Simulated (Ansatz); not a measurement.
Relaxed sheet of MoS$_{2}$:

```yaml
crystal:
  lattice:
    - [3.13568, 0.00000, 0.00000]
    - [-1.56784, 2.71558, 0.00000]
    - [0.00000, 0.00000, 32.41157]
  periodic: [true, true, false]
  atoms:
    - { symbol: S, position: [0.00000, 0.00000, 0.45038] }
    - { symbol: Mo, position: [0.66667, 0.33333, 0.50000] }
    - { symbol: S, position: [0.33333, 0.66667, 0.54962] }
```

These are results of DFT PBE+D3(BJ), scalar-relativistic, plane waves, PAW (Ansatz), not measurements. Plane waves to 420 eV, a k mesh through Γ of 18×18×1 on the computed 3-atom cell and Gaussian smearing (0.10 eV); no spin polarisation. The sheet is isolated along c (Coulomb cut-off).

Atoms relax at each strain; stress is positive in compression. Unstrained: gap none (metal or semimetal), thickness 3.217 Å.

Problem. Which strain in the plane gives ΔE (meV/cell) = 10.8, σxx (N/m) = 2.27, σyy (N/m) = -0.21?

Solution. Strain along x (y held) of -2 %. Stress that grows in proportion gives ΔE = ½σεA, with A = 8.52 Å² unstrained, so ε is about -1.8 %; positive stress means squeezing. The gap is then none (metal or semimetal).

The reference crystal is a form of MoS2, which isn't its usual structure.